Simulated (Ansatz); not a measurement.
# KF (Carobbiite) (Fm-3m) in Ansatz: convergence with wavefunction cutoff

Aim: find how far wavefunction cutoff must go before the results for KF (Carobbiite) settle, at r2SCAN. This setting moves, with any that are tied to it; all else stays.

Everything below comes from runs of Ansatz 0.2.0. Logs are shortened: lines on timing, memory, paths and dates and some standing lists are left out, and cuts for length are marked.

**1. Starting point**

Symmetry: Fm-3m, No. 225, cubic system. Conventional cell: a = 5.344 Å, b = 5.344 Å, c = 5.344 Å, α = 90.00°, β = 90.00°, γ = 90.00°. K (site symmetry m-3m) has 6 F at 2.67 Å as nearest neighbours. F (site symmetry m-3m) has 6 K at 2.67 Å as nearest neighbours.

**2. With wavefunction cutoff 400 eV**

Input file input.yaml:

```yaml
crystal:
  lattice:
    - [0.0, 2.67185, 2.67185]
    - [2.67185, 0.0, 2.67185]
    - [2.67185, 2.67185, 0.0]
  atoms:
    - { symbol: K, position: [0.0, 0.0, 0.0] }
    - { symbol: F, position: [0.5, 0.5, 0.5] }
hamiltonian:
  xc: r2scan
  pseudopotentials: { kind: nc, accuracy: stringent }
kpoints:
  mp_grid: { grid: [7, 7, 7] }
scf:
  occupations: { method: cold, width: 0.05 }
output:
  forces: true
  stress: true
  eigenvalues: true
basis:
  ecutwfc: "400 eV"
```

Potentials or basis: PseudoDojo stringent (PBE files).

Command:

```
$ ansatz run input.yaml --threads 2 --pin off --max-ram 5632MiB --backend cpu --events-out ev --progress --plain --runs-dir out
```

Log:

```text
Warning: basis.ecutwfc = 400 eV is below the records' recommended 1142.878222 eV, and the density's cutoff is lower with it unless basis.ecutrho_ratio is high enough to keep the records' density cutoff: compare with a run at a higher cutoff
Warning: The stringent table, which hamiltonian.pseudopotentials names, holds the potential of the library's standard table for K, F (one content_sha256, or a second file that the publisher made of the same generator input, which states another). The run takes no other species from the library, so that hamiltonian.pseudopotentials.accuracy: standard would change no potential of it. The deck needs no change, but a comparison with a run at hamiltonian.pseudopotentials.accuracy: standard does not test the potential of K, F. With hamiltonian.pseudopotentials.accuracy and source left out a run reads another potential of K, F, from this project's own files. To test it, run on another potential, such as that of hamiltonian.pseudopotentials: {kind: paw}
Warning: hamiltonian.xc reads the kinetic-energy density τ on the library's norm-conserving files, and those of K, F were made for PBE. This build holds files of K, F that were made for r²SCAN, which a deck under this functional can read where it names no table (hamiltonian.pseudopotentials.accuracy or source), types no xc_functional and has no exact exchange, max_exx_coeff or level of output.embedding that keeps them out. To compare such runs, type hamiltonian.pseudopotentials: {kind: paw, frozen_core: stored} on both or, where PAW refuses one, {kind: nc, accuracy: standard}
Warning: RAYON_NUM_THREADS=2 ignored (pool sized by the plan → 2); use --threads N
Engine: ansatz 0.2.0, aarch64-unknown-linux-gnu
Pseudopotentials: kind: nc
Pseudopotential: K, nc, valence charge 9, recommended cutoff 1006.821291 eV (normal), K.nc.azcp (PseudoDojo's, or run here from an input of PseudoDojo's; its table is named by hamiltonian.pseudopotentials.accuracy)
Pseudopotential: F, nc, valence charge 7, recommended cutoff 1142.878222 eV (normal), F.nc.azcp (PseudoDojo's, or run here from an input of PseudoDojo's; its table is named by hamiltonian.pseudopotentials.accuracy)
Functional definition: r2SCAN
  parameter k0 = 0.174
  parameter k1 = 0.065
  parameter a1 = 4.9479
  exchange = r2scan_x(k0 = k0, k1 = k1, a1 = a1)
  correlation = r2scan_c
Crystal: 2 atoms, lattice volume = 38.148 Å³
Basis set: ecut = 400 eV, 701 PW (Γ), exchange–correlation on 100×100×100 points (64 copies of the dense FFT grid, shifted against one another)
Bands: 12, of which v1, the nominal top of the filled ones, is band 8 counted from 1 (7 counted from 0)
Symmetry: 48 space group operations
Space group: Fm-3m (ITA 225), of the structure as read, at distance tolerance 3.4e-5 Å
k-points: 20 of 343
Non-local potential: K, projectors of the file, l = 0: 2, l = 1: 2, l = 2: 2
Non-local potential: F, projectors of the file, l = 0: 2, l = 1: 2, l = 2: 1
Initial density: superposition of atomic densities (chi_scale 0.1, normalization cell, long waves kept (reshape's long-wave potential 0.00 eV rms))
Initial wavefunctions: pseudopotential atomic-orbital guess
Functional: x = r2scan, c = r2scan; τ floored in thin density (d = 2e-4 eV/Å³)
SCF iter   1: F=—  HF=-1495.082850 eV  |F-HF|=—  |Δ(HF+E_count)|=         —  Δρ=3.34e-1  dr2=3.00e1  dr2_τ=6.14e1  ethr=3.10e-3  ⟨swp⟩=6.0  Hψ=1744  notcnv=0
preconditioner: auto → none  [insulator: Δε(μ)=1.019 eV  Ē_g=17.154 eV  σ=0.050 eV  W_gap=1.00  n_scr=14 (ndim 8)  ℏωp=22.5 eV  f_vac=0.000  D(μ)=0.00/eV (n_scr^D=0)  ε∞_Penn≈2.7]
SCF iter   2: F=—  HF=-1489.505346 eV  |F-HF|=—  |Δ(HF+E_count)|=    5.58e0  S|Δr|=    0.00e0  Δρ=1.47e-1  dr2=6.48e0  dr2_τ=1.70e1  ethr=3.10e-3  ⟨swp⟩=4.3  Hψ=967  notcnv=0
SCF iter   3: F=—  HF=-1487.344538 eV  |F-HF|=—  |Δ(HF+E_count)|=    2.16e0  S|Δr|=    0.00e0  Δρ=5.59e-2  dr2=5.81e-1  dr2_τ=3.12e-1  ethr=3.10e-3  ⟨swp⟩=3.4  Hψ=592  notcnv=0
SCF iter   4: F=—  HF=-1487.514849 eV  |F-HF|=—  |Δ(HF+E_count)|=   1.70e-1  S|Δr|=    0.00e0  Δρ=3.71e-2  dr2=5.45e-1  dr2_τ=2.00e-1  ethr=3.10e-3  ⟨swp⟩=3.0  Hψ=664  notcnv=0
SCF iter   5: F=—  HF=-1487.396081 eV  |F-HF|=—  |Δ(HF+E_count)|=   1.19e-1  S|Δr|=    0.00e0  Δρ=1.78e-2  dr2=1.33e-1  dr2_τ=9.67e-3  ethr=3.10e-3  ⟨swp⟩=2.1  Hψ=483  notcnv=0
SCF iter   6: F=—  HF=-1487.356048 eV  |F-HF|=—  |Δ(HF+E_count)|=   4.00e-2  S|Δr|=    0.00e0  Δρ=4.31e-3  dr2=8.62e-3  dr2_τ=3.71e-4  ethr=8.29e-4  ⟨swp⟩=2.3  Hψ=380  notcnv=0
SCF iter   7: F=—  HF=-1487.353471 eV  |F-HF|=—  |Δ(HF+E_count)|=   2.58e-3  S|Δr|=    0.00e0  Δρ=7.77e-4  dr2=2.64e-4  dr2_τ=3.40e-5  ethr=5.39e-5  ⟨swp⟩=2.0  Hψ=303  notcnv=0
SCF iter   8: F=—  HF=-1487.353399 eV  |F-HF|=—  |Δ(HF+E_count)|=   7.18e-5  S|Δr|=    0.00e0  Δρ=7.80e-5  dr2=3.52e-6  dr2_τ=1.08e-6  ethr=1.65e-6  ⟨swp⟩=2.5  Hψ=336  notcnv=0
SCF iter   9: F=—  HF=-1487.353400 eV  |F-HF|=—  |Δ(HF+E_count)|=   1.50e-6  S|Δr|=    0.00e0  Δρ=1.18e-5  dr2=7.66e-8  dr2_τ=1.56e-8  ethr=6.25e-10  ⟨swp⟩=6.5  Hψ=1573  notcnv=0
SCF iter  10: F=-1487.353400 eV  HF=-1487.353400 eV  |F-HF|=1.10e-8  |Δ(HF+E_count)|=   2.88e-8  S|Δr|=    0.00e0  Δρ=5.82e-6  dr2=1.35e-8  dr2_τ=7.37e-9  ethr=4.79e-10  ⟨swp⟩=3.0  Hψ=909  notcnv=0
SCF 1 converged in 10 iterations: F = -1487.353400 eV  dr2 = 1.35e-8
SCF converged after 10 iterations
Stability not checked: this state was not tested for a lower state beside it, because cold or Methfessel-Paxton smearing, or corrected tetrahedra, fill the levels in a way that the test cannot read (fill_not_monotonic; see scf.lower_state_search)
Free energy (F): -1487.353400 eV
Harris-Foulkes:  -1487.353400 eV  (|F-HF|=1.10e-8)
Internal energy: -1487.353400 eV  (E = F + TS)
E sigma→0 (E₀):  -1487.353400 eV
Fermi energy:    4.401154 eV
Step filling:    the computed levels leave a gap of 6.5790 eV = 131.6 smearing widths at the electron count; against every level under it full and every level over it empty, smearing changes F+E_penalty+E_count by +0.00e0 meV and its σ→0 estimate by +0.00e0 meV
--- Per-component energies (eV) ---
  E_band       = -143.566625
  E_kinetic    = 669.054482
  E_local      = -1277.948035  (includes V_loc(G=0)·N_el)
  E_nonlocal   = 78.810052
  E_hartree    = 365.638885
  E_xc         = -334.846847
  E_vxc        = -370.255916  (∫ρ·V_xc dr)
  E_vtau       = 25.497934  (kinetic-family band-sum trace: ∫τ·v_τ [+ j·A + Jᵃ·Aᵃ] dr)
  E_ewald      = -988.061939
  E_smearing   = -0.000000  (= −TS)
  E_closure    = -0.000000  (closes the sum)
  Σ components = -1487.353400   (vs F -1487.353400, Δ=0.00e0)
--- Forces (eV/Å), atoms counted from 1 ---
  atom   1  K     -0.00000000     0.00000000     0.00000000
  atom   2  F      0.00000000     0.00000000     0.00000000
  max |Σ_I F_I| component: 4.94e-29 eV/Å
--- Stress (GPa, compression-positive) ---
       -0.293478      -0.000000       0.000000
       -0.000000      -0.293478       0.000000
        0.000000       0.000000      -0.293478
  P = ⅓ Tr σ = -0.2935 GPa (-2.935 kbar)
--- Band table (eV; the first three rows and the last of 20) ---
  k-point 0: bands = ["-25.5146", "-22.5777", "-8.5293", "-8.5293", "-8.5293", "1.0561", "1.0561", "1.0561", "7.6553", "13.0150", "13.0150", "13.0150"]
  k-point 1: bands = ["-25.4837", "-22.5929", "-8.5908", "-8.5356", "-8.5356", "0.9702", "0.9722", "0.9722", "8.2641", "12.6002", "13.3257", "13.3257"]
  k-point 2: bands = ["-25.3892", "-22.6505", "-8.7269", "-8.5487", "-8.5487", "0.6357", "0.9132", "0.9132", "9.7000", "12.0855", "14.0752", "14.0752"]
  k-point 19: bands = ["-25.3491", "-22.6898", "-8.9362", "-8.8511", "-8.6324", "0.6024", "0.8230", "0.8264", "11.3510", "12.1179", "13.3147", "16.3895"]
```

Run time: 0.92 s. Hardware: 2 threads of Arm Neoverse V2, shared host; peak memory 0.27 GiB.

What came out:

```
Free energy            : -1487.3534 eV
Pressure               : -0.3 GPa
Band gap on the k mesh : 6.58 eV, indirect (least direct gap 6.60 eV)
```

**3. With wavefunction cutoff 500 eV**

input.yaml: that of step 2 with these lines changed.

```diff
@@ -20,2 +20,2 @@
 basis:
-  ecutwfc: "400 eV"
+  ecutwfc: "500 eV"
```

Potentials or basis: PseudoDojo stringent (PBE files).

Command:

```
$ ansatz run input.yaml --threads 2 --pin off --max-ram 5632MiB --backend cpu --events-out ev --progress --plain --runs-dir out
```

Wall time 1 s (2 threads of Arm Neoverse V2, shared host); peak memory 0.32 GiB.

Results:

| Property | Result |
| --- | --- |
| Free energy | -1496.9431 eV |
| Pressure | -0.1 GPa |
| Band gap on the k mesh | 6.60 eV, direct |

**4. With wavefunction cutoff 600 eV**

input.yaml: that of step 3 with these lines changed.

```diff
@@ -20,2 +20,2 @@
 basis:
-  ecutwfc: "500 eV"
+  ecutwfc: "600 eV"
```

Command:

```
$ ansatz run input.yaml --threads 2 --pin off --max-ram 5632MiB --backend cpu --events-out ev --progress --plain --runs-dir out
```

Wall time 1.2 s (2 threads of Arm Neoverse V2, shared host); peak memory 0.34 GiB.

What came out:

```yaml
Free_energy: -1501.5412 eV
Pressure: -0.8 GPa
Band_gap_on_the_k_mesh: 6.69 eV, direct
```

**5. With wavefunction cutoff 700 eV**

input.yaml: that of step 4 with these lines changed.

```diff
@@ -20,2 +20,2 @@
 basis:
-  ecutwfc: "600 eV"
+  ecutwfc: "700 eV"
```

Command:

```
$ ansatz run input.yaml --threads 2 --pin off --max-ram 5632MiB --backend cpu --events-out ev --progress --plain --runs-dir out
```

It took 1.7 s on 2 threads of Arm Neoverse V2, shared host; peak memory 0.39 GiB.

Results:

```
Free energy            : -1503.4468 eV
Pressure               : -0.6 GPa
Band gap on the k mesh : 6.74 eV, direct
```

**6. With wavefunction cutoff 850 eV**

input.yaml: that of step 5 with these lines changed.

```diff
@@ -20,2 +20,2 @@
 basis:
-  ecutwfc: "700 eV"
+  ecutwfc: "850 eV"
```

Potentials or basis: PseudoDojo stringent (PBE files).

Command:

```
$ ansatz run input.yaml --threads 2 --pin off --max-ram 5632MiB --backend cpu --events-out ev --progress --plain --runs-dir out
```

It took 1.8 s on 2 threads of Arm Neoverse V2, shared host; peak memory 0.41 GiB.

Results (log left out):

```
Free energy            : -1504.2877 eV
Pressure               : -0.7 GPa
Band gap on the k mesh : 6.72 eV, direct
```

**7. With wavefunction cutoff 1000 eV**

input.yaml: that of step 6 with these lines changed.

```diff
@@ -20,2 +20,2 @@
 basis:
-  ecutwfc: "850 eV"
+  ecutwfc: "1000 eV"
```

Command:

```
$ ansatz run input.yaml --threads 2 --pin off --max-ram 5632MiB --backend cpu --events-out ev --progress --plain --runs-dir out
```

It took 2.2 s on 2 threads of Arm Neoverse V2, shared host; peak memory 0.47 GiB.

The run converged. Its results:

- Free energy: -1504.4075 eV
- Pressure: -0.6 GPa
- Band gap on the k mesh: 6.72 eV, direct

**8. With wavefunction cutoff 1200 eV**

input.yaml: that of step 7 with these lines changed.

```diff
@@ -20,2 +20,2 @@
 basis:
-  ecutwfc: "1000 eV"
+  ecutwfc: "1200 eV"
```

Command:

```
$ ansatz run input.yaml --threads 2 --pin off --max-ram 5632MiB --backend cpu --events-out ev --progress --plain --runs-dir out
```

Run time: 2.8 s. Hardware: 2 threads of Arm Neoverse V2, shared host; peak memory 0.58 GiB.

It converged, with:

```yaml
Free_energy: -1504.4158 eV
Pressure: -0.6 GPa
Band_gap_on_the_k_mesh: 6.71 eV, direct
```

**9. With wavefunction cutoff 1400 eV**

input.yaml: that of step 8 with these lines changed.

```diff
@@ -20,2 +20,2 @@
 basis:
-  ecutwfc: "1200 eV"
+  ecutwfc: "1400 eV"
```

Potentials or basis: PseudoDojo stringent (PBE files).

Command:

```
$ ansatz run input.yaml --threads 2 --pin off --max-ram 5632MiB --backend cpu --events-out ev --progress --plain --runs-dir out
```

It took 3.3 s on 2 threads of Arm Neoverse V2, shared host; peak memory 0.66 GiB.

It converged, with:

```yaml
Free_energy: -1504.4161 eV
Pressure: -0.6 GPa
Band_gap_on_the_k_mesh: 6.71 eV, direct
```

**10. With wavefunction cutoff 1700 eV**

input.yaml: that of step 9 with these lines changed.

```diff
@@ -20,2 +20,2 @@
 basis:
-  ecutwfc: "1400 eV"
+  ecutwfc: "1700 eV"
```

Command:

```
$ ansatz run input.yaml --threads 2 --pin off --max-ram 5632MiB --backend cpu --events-out ev --progress --plain --runs-dir out
```

It took 4.8 s on 2 threads of Arm Neoverse V2, shared host; peak memory 0.84 GiB.

The run converged. Its results:

| Item | Value |
| --- | --- |
| Free energy | -1504.4164 eV |
| Pressure | -0.6 GPa |
| Band gap on the k mesh | 6.71 eV, direct |

**11. Result**

```csv
wavefunction cutoff,"energy less the tightest run, at zero smearing (meV/atom)",pressure (GPa),gap on the mesh (eV),SCF cycles,CPU time (s),peak memory (GiB)
400 eV,8531.48,-0.29,6.579,10,1.7,0.27
500 eV,3736.61,-0.11,6.600,9,1.9,0.32
600 eV,1437.57,-0.83,6.686,8,2.3,0.34
700 eV,484.78,-0.60,6.739,8,3.2,0.39
850 eV,64.31,-0.65,6.715,8,3.5,0.41
1000 eV,4.43,-0.61,6.715,8,4.3,0.47
1200 eV,0.26,-0.62,6.714,8,5.3,0.58
1400 eV,0.12,-0.62,6.714,8,6.3,0.66
1700 eV,0.00,-0.62,6.714,8,9.5,0.84
```

Against the tightest run, the energy stays within 1 meV/atom from 1200 eV on; the pressure stays within 0.1 GPa from 700 eV on; the gap on the mesh stays within 0.01 eV from 850 eV on. The tightest run that finished is the yardstick and may itself not be fully converged.

Caveats: the meta-GGA runs on potentials made for a GGA; odd divisions of the mesh miss points on the zone boundary, where band edges often lie, so the gap on the mesh can be too wide; the potentials were made for another functional, which shifts forces and pressure.
